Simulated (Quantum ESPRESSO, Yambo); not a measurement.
# A GW chain in Yambo: MoS2 (2H monolayer), part 2 of 3

How does a plane-wave GW calculation on MoS2 (2H monolayer) run from the first input to the gap?

Quantum ESPRESSO 7.5 and Yambo 5.3.0; PBE and many-body steps on it, plane waves. Known limits of the many-body steps: not at the basis limit; no spin-orbit coupling.

So far. Step 2 (Ground state): The gap is indirect, with the least direct gap 0.018 eV higher. Step 3 (Bands along the symmetry lines): The gap is 1.657 eV, as in the run before at this level.

## (4) Empty states on the mesh, 6×6×1 mesh, 163 bands

Level of this step: DFT, PBE, plane waves, norm-conserving pseudopotentials (Quantum ESPRESSO).

The sums over transitions need many empty states on a uniform mesh; this step solves for them.

pw.in reads:

```
&control
  calculation = 'nscf'
  prefix = 'x'
  outdir = 'o'
  pseudo_dir = 'pseudo'
/
&system
  ibrav = 0
  nat = 3
  ntyp = 2
  ecutwfc = 72.0
  nbnd = 163
  force_symmorphic = .true.
/
&electrons
  conv_thr = 1e-9
  electron_maxstep = 80
  diago_full_acc = .true.
  diago_thr_init = 5e-6
/
ATOMIC_SPECIES
  Mo 95.95 Mo.upf
  S 32.06 S.upf
CELL_PARAMETERS angstrom
  3.1851870510 -0.0000000003 0.0000000000
  -1.5925935253 2.7584529021 0.0000000000
  0.0000000000 0.0000000000 16.0000000000
ATOMIC_POSITIONS crystal
  Mo 0.3333333333 0.6666666667 0.5000000000
  S 0.6666666667 0.3333333333 0.5976878787
  S 0.6666666667 0.3333333333 0.4023121213
K_POINTS automatic
  6 6 1 0 0 0
```

Run with:

```sh
OMP_NUM_THREADS=1 mpirun -n 4 pw.x -nk 4 -in pw.in > pw.out
```

What it wrote:

```text
[banner, memory and clock lines left out]
Program PWSCF v.7.5 starts

     Atomic positions and unit cell read from directory:
     o/x.save/

     Message from routine setup:
     using ibrav=0 with symmetry is DISCOURAGED, use correct ibrav instead

     G-vector sticks info

     bravais-lattice index     =            0
     lattice parameter (alat)  =       6.0191  a.u.
     unit-cell volume          =     948.6742 (a.u.)^3
     number of atoms/cell      =            3
     number of atomic types    =            2
     number of electrons       =        26.00
     number of Kohn-Sham states=          163
     kinetic-energy cutoff     =      72.0000  Ry
     charge density cutoff     =     288.0000  Ry
     Exchange-correlation= PBE
                           (   1   4   3   4   0   0   0)

     celldm(1)=   6.019131  celldm(2)=   0.000000  celldm(3)=   0.000000
     celldm(4)=   0.000000  celldm(5)=   0.000000  celldm(6)=   0.000000

     crystal axes: (cart. coord. in units of alat)
               a(1) = (   1.000000  -0.000000   0.000000 )
               a(2) = (  -0.500000   0.866025   0.000000 )
               a(3) = (   0.000000   0.000000   5.023253 )

     reciprocal axes: (cart. coord. in units 2 pi/alat)
               b(1) = (  1.000000  0.577350 -0.000000 )
               b(2) = (  0.000000  1.154701 -0.000000 )
               b(3) = ( -0.000000 -0.000000  0.199074 )
     Pseudo is Norm-conserving + core correction, Zval = 14.0
     Generated using ONCVPSP code by D. R. Hamann
     Using radial grid of 1640 points,  6 beta functions with:
     Pseudo is Norm-conserving + core correction, Zval =  6.0
     Generated using ONCVPSP code by D. R. Hamann
     Using radial grid of 1146 points,  6 beta functions with:
     Mo               14.00    95.95000     Mo( 1.00)
     S                 6.00    32.06000     S ( 1.00)

     12 Sym. Ops. (no inversion) found

   Cartesian axes

     site n.     atom                  positions (alat units)
         1        Mo     tau(   1) = (  -0.0000000   0.5773503   2.5116264  )
         2        S      tau(   2) = (   0.5000000   0.2886751   3.0023374  )
         3        S      tau(   3) = (   0.5000000   0.2886751   2.0209155  )

     number of k points=     7
                       cart. coord. in units 2pi/alat
        k(    1) = (   0.0000000   0.0000000   0.0000000), wk =   0.0555556
        k(    2) = (   0.0000000   0.1924501   0.0000000), wk =   0.3333333
        k(    3) = (   0.0000000   0.3849002   0.0000000), wk =   0.3333333
        k(    4) = (  -0.0000000  -0.5773503   0.0000000), wk =   0.1666667
        k(    5) = (   0.1666667   0.2886751   0.0000000), wk =   0.3333333
        k(    6) = (   0.1666667   0.4811252   0.0000000), wk =   0.6666667
        k(    7) = (   0.3333333   0.5773503   0.0000000), wk =   0.1111111

     Dense  grid:    78259 G-vectors     FFT dimensions: (  36,  36, 180)

     The potential is recalculated from file :
     o/x.save/charge-density

     Starting wfcs are   18 randomized atomic wfcs +  145 random wfcs

     Band Structure Calculation

     End of band structure calculation

          k = 0.0000 0.0000 0.0000 (  9735 PWs)   bands (ev):

   -60.6250 -34.7610 -34.5547 -34.5547 -13.8098 -12.5097  -5.3277  -2.3418
    -2.3418  -1.4986  -1.2395  -1.2395   0.2653   3.0177   3.0177   3.2627
     3.2627   5.6114   6.0380   6.4922   7.3931   9.1858   9.2855  10.7982
[...]
[... 9 further rows ...]
[...]
63.1469  63.4718  63.4729

          k = 0.0000 0.1925 0.0000 (  9742 PWs)   bands (ev):

[...]
[... 9 further rows ...]
[...]
60.2237  60.5750  60.7663

          k = 0.0000 0.3849 0.0000 (  9806 PWs)   bands (ev):

[...]
32.1940  33.4459  33.6151  34.0432  34.1955  34.2871  34.7035  34.8627
     [... 9 further rows ...]
    56.2431  56.9834  57.0281  57.0523  57.2694  57.6938  58.4789  58.5571
    58.9611  59.2309  59.5188

          k =-0.0000-0.5774 0.0000 (  9802 PWs)   bands (ev):

     [... further k-points ...]

     highest occupied, lowest unoccupied level (ev):     0.2653    1.9226

     XML data file, pseudopotentials, collected wavefunctions
```

The job ended after 37 s (4 MPI ranks of Arm Neoverse V1, shared host; peak memory 0.8 GiB; 2.5 min of CPU time).

Numbers from this step:

| Property | Result |
| --- | --- |
| gap | 1.657 eV |
| k of the valence top | 0, 0, 0 |
| k of the conduction bottom | 0.3333, 0.3333, 0 |
| least direct gap | 1.676 eV |
| k points computed | 7 |
| lowest point of the top converged band, above the valence top | 57.3656 eV |

On this mesh the gap is 1.657 eV.

## (5) Conversion and set-up

This step: Yambo 5.3.0; conversion and set-up on PBE, plane waves, norm-conserving pseudopotentials.

The states are converted to the many-body program's format and the q mesh is built.

Run with:

```sh
(cd o/x.save; p2y > p2y.log; mv SAVE ../..); yambo > setup.log
```

What it wrote:

```text
 Yambo, version 5.3.0

 [02] CORE Variables Setup
 =========================

  [02.01] Unit cells
  ==================

  Cell kind             :  HCP
  Atoms in the cell     :  Mo  S
  number of Mo atoms    :  1
  number of S  atoms    :  2

  List of atomic masses
  Mass of Mo    :  95.95000
  Mass of S     :  32.06000

  List of atomic coordinates    : [cc]
  Mo1       : -0.48993E-10   3.4751       15.118      order 1
  S1       :   3.00957   1.73757  18.07146  order 2
  S2       :   3.00957   1.73757  12.16416  order 3

  Alat factors          :   6.01913   5.21272  30.23562 [a.u.]
  Direct lattice volume :  948.6742 [a.u.]
  Direct lattice vectors:  A[ 1 ]  A[ 2 ]  A[ 3 ]
   A[ 1 ]:   1.0000     -0.10876E-09   0.0000      [iru]
    6.0191     -0.56692E-09   0.0000      [cc]
   A[ 2 ]: -0.500000  1.000000  0.000000  [iru]
  -3.009566  5.212721  0.000000  [cc]
   A[ 3 ]:  0.000000  0.000000  1.000000  [iru]
    0.00000   0.00000  30.23562  [cc]

  Recip. lattice volume :  0.261470 [a.u.]
  Recip. lattice vectors:  B[ 1 ]  B[ 2 ]  B[ 3 ]
   B[ 1 ]:  1.000000  0.500000  0.000000  [iku]
   1.043869  0.602678 -0.000000  [cc]
   B[ 2 ]:  0.10876E-09   1.0000       0.0000      [iku]
   0.11353E-09   1.2054      -0.0000      [cc]
   B[ 3 ]:  0.000000  0.000000  1.000000  [iku]
  -0.000000 -0.000000  0.207807  [cc]

  [02.02] Symmetries
  ==================

  Inversion symmetry    : yes
  Spatial inversion     : no
  Inversion index       :  13
  K-space Time-reversal : yes
  Magnetic symmetries   : no
  Time-reversal derived K-space symmetries:  13  24
  Group table correct   : yes
  Symmetries units      :  [cc]

   [S  1]:   1.0000     -0.81747E-26   0.0000      0.37648E-17   1.0000       0.0000       0.0000       0.0000       1.0000
   [S  2]:  -1.0000      0.18837E-09   0.0000      0.14501E-09   1.0000       0.0000       0.0000       0.0000      -1.0000
   [S  3]: -0.500000  0.866025  0.000000 -0.866025 -0.500000  0.000000  0.000000  0.000000  1.000000
[...]
[S  9]: -0.500000 -0.866025  0.000000  0.866025 -0.500000  0.000000  0.000000  0.000000 -1.000000
   [S 10]: -0.500000  0.866025  0.000000 -0.866025 -0.500000  0.000000  0.000000  0.000000 -1.000000
     [... 12 further rows ...]
   [S*23]: -0.500000 -0.866025 -0.000000 -0.866025  0.500000 -0.000000 -0.000000 -0.000000 -1.000000
   [S*24]: -0.500000  0.866025 -0.000000  0.866025  0.500000 -0.000000 -0.000000 -0.000000 -1.000000

  [02.03] Reciprocal space
  ========================

  nG shells         :   3782
  nG charge         :   78259
  nG WFs            :  12091
  nC WFs            :   9806
  G-vecs. in first 80 shells:  [ Number ]
    1   3   5   7   9  11  17  29  31
    43   55   57   69   81   83   95   97  109
   121  123  129  141  153  165  177  189  191
[...]
767   779   791   803   815   839   851   863
  ...
  Shell energy in first 80 shells:  [ mHa ]
[...]
K/Q-points units:
  rlu = crystal or reduced units; cc = cartesian coordinates; iku = interal k-units

  K [1]          [rlu]:  0.000000  0.000000  0.000000
         WF components:   9735
  K [2]          [rlu]:  0.19880E-26  0.16667       0.0000
         WF components:   9742
  K [3]          [rlu]: -0.24864E-26  0.33333       0.0000
         WF components:   9806
  K [4]          [rlu]: -0.59639E-26 -0.50000       0.0000
         WF components:   9802
  K [5]          [rlu]:  0.166667  0.166667  0.000000
         WF components:   9798
  K [6]          [rlu]:  0.166667  0.333333  0.000000
         WF components:   9798
  K [7]          [rlu]:  0.333333  0.333333  0.000000
         WF components:   9804

  [02.05] Energies & Occupations
  ==============================

  [X] === General ===
  [X] Electronic Temperature                        :  0.000000  0.000000 [eV K]
  [X] Bosonic    Temperature                        :  0.000000  0.000000 [eV K]
  [X] Finite Temperature mode                       : no
  [X] El. density                                   :  0.18495E+24 [cm-3]
  [X] Fermi Level                                   :  0.265291 [eV]

  [X] === Gaps and Widths ===
  [X] Conduction Band Min                           :  1.657320 [eV]
  [X] Valence Band Max                              :  0.000000 [eV]
  [X] Filled Bands                                  :  13
  [X] Empty Bands                                   :   14  163
  [X] Direct Gap                                    :  1.675645 [eV]
  [X] Direct Gap localized at k                     :   7
  [X] Indirect Gap                                  :  1.657320 [eV]
  [X] Indirect Gap between kpts                     :   1   7
  [X] Last valence band width                       :  0.962500 [eV]
  [X] 1st conduction band width                     :  1.095041 [eV]

  E @ K [1]:  [eV]
  -60.89029 -35.02629 -34.82001 -34.82001 -14.07504 -12.77495  -5.59297  -2.60713
[...]
occ @ K [1]
[...]
E @ K [2]:  [eV]
[...]
occ @ K [2]
[...]
E @ K [3]:  [eV]
[...]
occ @ K [3]
[...]
E @ K [4]:  [eV]
[...]
occ @ K [4]
[...]
E @ K [5]:  [eV]
[...]
occ @ K [5]
[...]
E @ K [6]:  [eV]
[...]
occ @ K [6]
[...]
E @ K [7]:  [eV]
[...]
occ @ K [7]
[...]
0.000000  0.000000  0.000000  0.000000  0.000000  0.000000  0.000000  0.000000
   0.000000  0.000000  0.000000  0.000000  0.000000  0.000000  0.000000  0.000000

 [03] Transferred momenta grid and indexing
 ==========================================

 IBZ Q-points                                      :   7
 BZ  Q-points                                      :   36

 K/Q-points units:
 rlu = crystal or reduced units; cc = cartesian coordinates; iku = interal k-units

 Q [1]          [rlu]:  0.000000  0.000000  0.000000
 Q [2]          [rlu]:  0.72454E-18  0.16667       0.0000
 Q [3]          [rlu]:  0.14491E-17  0.33333       0.0000
 Q [4]          [rlu]: -0.21736E-17 -0.50000       0.0000
 Q [5]          [rlu]:  0.166667  0.166667  0.000000
 Q [6]          [rlu]:  0.166667  0.333333  0.000000
 Q [7]          [rlu]:  0.333333  0.333333  0.000000

  [03.01] X indexes
  =================

   [03.01.01] Sigma indexes
   ========================

 [06] Game Over & Game summary
```

Wall time 2.7 s (1 MPI rank); peak memory 0.25 GiB.

(Continued in part 3 of 3.)

[Paths, hosts, dates, memory and timing lines, banners, echoed tables and standing remarks are left out of the program output.]

[Logs are printed without paths, hosts, clocks, repeated set-up lines and the standing remarks that a program may print on its own settings, such as how far it seeks lower states.]

[Runs of the session that timed out or met a known fault of the program may be left out.]

[Hosts, paths, dates, database ids (printed as entryN), source tags and the programs' standing remarks are cut or masked in the printed files.]
